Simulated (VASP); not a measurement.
Crystal: CsPbCl3.

```
CELL_PARAMETERS angstrom
5.60500 0.00000 0.00000
0.00000 5.60500 0.00000
0.00000 0.00000 5.60500
ATOMIC_POSITIONS crystal
Pb 0.50000 0.50000 0.50000
Cs 0.00000 0.00000 0.00000
Cl 0.50000 0.00000 0.50000
Cl 0.00000 0.50000 0.50000
Cl 0.50000 0.50000 0.00000
```

```yaml
Program: VASP 6.6.1
Task: relaxation of cell and atoms
Functional: PBE
Potentials_or_basis: VASP PAW PBE potentials, release 64 (Pb_d, Cs_sv, Cl)
Cutoff: 600 eV
k_mesh: 4 × 4 × 4
Occupations: gaussian, width 0.02 eV
Spin: no spin polarisation
```

At the start: pressure 1.8 GPa; volume 35.22 Å³/atom.

Q: Where does the relaxation end?

A: Over 3 steps the energy falls by 14.0 meV/atom and the volume is 37.83 Å³/atom (+7.4 %); space group Pm-3m (No. 221, to 0.05 Å).

The path:
```tsv
step	energy change (eV)	largest force (eV/Å)	pressure (GPa)	volume (Å³)
1	0.0000	0.0000	1.85	176.09
2	-0.0677	0.0000	0.29	186.65
3	-0.0698	0.0000	-0.02	189.13
```

Final structure:
```
CELL_PARAMETERS angstrom
5.74016 0.00000 0.00000
0.00000 5.74016 0.00000
0.00000 0.00000 5.74016
ATOMIC_POSITIONS crystal
Pb 0.50000 0.50000 0.50000
Cs 0.00000 0.00000 0.00000
Cl 0.50000 0.00000 0.50000
Cl 0.00000 0.50000 0.50000
Cl 0.50000 0.50000 0.00000
```
